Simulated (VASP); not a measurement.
Here is a VASP 6.6.1 calculation.

The input INCAR:

```
PREC     = Accurate       # precision mode
ENCUT    = 520            # plane-wave cutoff, eV
EDIFF    = 1E-7           # SCF threshold, eV
ISMEAR   = 1              # smearing method
SIGMA    = 0.1            # smearing width, eV
LREAL    = False          # projectors in reciprocal space
LASPH    = True           # aspherical terms in the spheres
NELM     = 80             # most SCF steps
ALGO     = Normal         # electronic algorithm
ISIF     = 2              # what is computed and relaxed
LWAVE    = False          # write WAVECAR
LCHARG   = False          # write CHGCAR
GGA      = PE             # functional
ICORELEVEL= 1
```

The input KPOINTS:

```
Automatic mesh
0
Gamma
  15 15 24
```

POSCAR

```
Mo
1.0
    2.7381852700      0.0000000000      0.0000000000
   -0.9127284200      2.5815858300      0.0000000000
    0.9127284200      1.2907929100      2.2357189100
Mo
1
Direct
    0.0000000000      0.0000000000      0.0000000000
```

Potentials or basis: VASP PAW PBE potentials, release 64 (Mo_sv).

Command:

```sh
$ cat potpaw_PBE.64/Mo_sv/POTCAR > POTCAR
$ mpirun -np 1 vasp_std > vasp.out
```

What does it give for the band gap on the k mesh?

None (metal or under the smearing width).

Predict the pressure.

0.3 GPa.

Core levels (eV, on the scale of the bands):
```
atom                                                                levels
1 Mo  1s -19803.6, 2s -2783.8, 2p -2486.8, 3s -461.0, 3p -363.7, 3d -205.5
```
